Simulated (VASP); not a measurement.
Input of a VASP 6.6.1 run:

File INCAR:

```
ALGO = Fast
EDIFF = 1E-6
EDIFFG = -0.01
ENCUT = 600
GGA = RE
IBRION = 2
ISIF = 3
ISMEAR = -1
IVDW = 11
LASPH = T
LCHARG = F
LREAL = F
LWAVE = F
NELM = 80
NSW = 40
PREC = Accurate
SIGMA = 0.05
```

KPOINTS

```
k-points
0
Gamma
  9 9 2
```

Contents of POSCAR:

```
MoSe2
1.0
    3.2880000000      0.0000000000      0.0000000000
   -1.6440000000      2.8474915276      0.0000000000
    0.0000000000      0.0000000000     12.9000000000
Mo Se
2 4
Direct
    0.6666666667      0.3333333333      0.7500000000
    0.3333333333      0.6666666667      0.2500000000
    0.6666666667      0.3333333333      0.3750000000
    0.3333333333      0.6666666667      0.8750000000
    0.6666666667      0.3333333333      0.1250000000
    0.3333333333      0.6666666667      0.6250000000
```

Potentials or basis: VASP PAW PBE potentials, release 64 (Mo_sv, Se).

The run is started by

```sh
$ cat potpaw_PBE.64/Mo_sv/POTCAR potpaw_PBE.64/Se/POTCAR > POTCAR
$ mpirun -np 1 vasp_std > vasp.out
```

**Question.** Predict the dispersion energy per atom.

**Answer.** -0.521 eV.

**Question.** Estimate the relaxed volume.

**Answer.** 20.52 Å³/atom.

**Question.** What does it give for the band gap on the k mesh?

**Answer.** 0.98 eV, indirect (least direct gap 1.41 eV).

**Question.** Predict the relaxed cell.

**Answer.** a = 3.303 Å, b = 3.303 Å, c = 13.031 Å, α = 90.00°, β = 90.00°, γ = 120.00°.

Step by step:
```csv
step,energy change (eV),largest force (eV/Å),pressure (GPa),volume (Å³)
1,0.0000,1.1253,5.94,120.78
2,0.3069,1.4891,-9.54,134.26
3,-0.1316,0.0498,-0.61,125.28
4,-0.1318,0.0848,-0.40,125.11
5,-0.1318,0.1023,-0.31,125.02
6,-0.1350,0.0620,-0.02,124.34
7,-0.1352,0.0490,0.05,124.13
8,-0.1356,0.0072,-0.17,124.19
9,-0.1356,0.0066,-0.26,124.21
10,-0.1358,0.0078,-0.26,124.15
11,-0.1362,0.0093,-0.21,123.96
12,-0.1368,0.0143,-0.18,123.59
13,-0.1368,0.0226,-0.08,122.85
14,-0.1370,0.0172,-0.14,123.27
15,-0.1370,0.0184,-0.15,123.20
16,-0.1371,0.0130,0.08,123.06
17,-0.1371,0.0014,0.01,123.11
```

Caveat: the PAW data sets were made with another functional, which shifts forces and pressure a little; an odd mesh through Γ misses points on the zone boundary, where band edges often lie. Zero-point motion and thermal expansion aren't in these numbers.
